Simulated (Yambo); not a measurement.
GaAs in Yambo: convergence with bands in self energy

The system is GaAs.

```
As Ga
1.0
     0.00000    2.82685    2.82685
     2.82685    0.00000    2.82685
     2.82685    2.82685    0.00000
As Ga
1 1
Direct
  0.75000 0.75000 0.75000
  0.00000 0.00000 0.00000
```

```yaml
Program: Yambo 5.3.0
Task: G0W0 quasiparticle levels
Functional: PBE
Potentials_or_basis: PseudoDojo 0.4 FR PBE standard
Cutoff: 1143 eV
Density_cutoff: 4572 eV
k_mesh: 4 × 4 × 4
Occupations: fixed
Spin: non-collinear spin, zero start, spin-orbit coupling
k_mesh_of_the_self-consistent_run: 8 × 8 × 8
Random_integration_of_the_Coulomb_term: yes
Direction_of_the_field_or_of_q_to_0: x + y + z
Broadening: 0.1 eV
States_corrected: Γ and the k points of the band edges
Frequency_dependence_of_W: plasmon pole
Terminator_of_the_band_sum_in_the_self-energy: none
Quasiparticle_equation: linearised (Newton)
Imaginary_frequency_of_the_plasmon-pole_fit: 27.2114 eV
Bands_in_the_response: 228
Bands_in_the_self-energy: 68
Cutoff_of_the_response_matrix: 6 Ry
Cutoff_of_exchange_and_Vxc: 84 Ry
Bands_corrected_first_last: "[25, 30]"
```

These are the settings of the first run; the series varies bands in self energy, with any setting tied to it.

| bands in self energy | quasiparticle gap at the points computed (eV) |
| --- | --- |
| 68 | 1.247 |
| 108 | 1.241 |
| 228 | 1.219 |

Against the tightest run, the quasiparticle gap at the points computed stays within 0.05 eV from 68 on. The tightest run that finished is the yardstick and may itself not be fully converged.

Caveat, for the tightest run too: the k mesh is coarse (spacing up to 0.48 Å⁻¹), so the values aren't converged; the potentials hold a filled d shell without the s and p states of that shell, which can shift GW gaps by tenths of an eV, either way; this version prints the column dSc/dw multiplied by 27.2.
